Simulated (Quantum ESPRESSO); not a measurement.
## Pb under changes of volume

One of the cells (30.323 Å³/atom); the others are scaled copies at fixed shape and fractional positions:

```
CELL_PARAMETERS angstrom
0.00000 2.47502 2.47502
2.47502 0.00000 2.47502
2.47502 2.47502 0.00000
ATOMIC_POSITIONS crystal
Pb 0.00000 0.00000 0.00000
```

```yaml
Program: Quantum ESPRESSO 7.5
Functional: PBEsol
Potentials_or_basis: PseudoDojo 0.4 SR PBEsol stringent
Cutoff: 1225 eV
Density_cutoff: 4898 eV
k_mesh: 9 × 9 × 9
Occupations: fermi-dirac, width 0.05 eV
Spin: no spin polarisation
```

```tsv
volume (Å³/atom)	energy over the lowest point (meV/atom)	pressure (GPa)
28.503	?	?
29.110	3.45	1.5
29.716	0.00	0.4
30.323	0.56	-0.6
30.929	4.64	-1.5
31.535	11.73	-2.2
32.142	21.41	-2.9
```

Question: What does the run at 28.503 Å³/atom give?

Answer: Energy over the lowest point 11.43 meV/atom; pressure 2.7 GPa.

Worked out: A Birch-Murnaghan fit of order 3 (a polynomial in V^(-2/3)) to the other rows has its minimum at 29.92 Å³/atom with B0 = V·E''(V) = 50 GPa and B' = 6.2. It gives 11.60 meV/atom at 28.503 Å³/atom, against the run's 11.43, and -dE/dV = 2.8 GPa, against 2.7.

Energies are extrapolated to zero smearing.
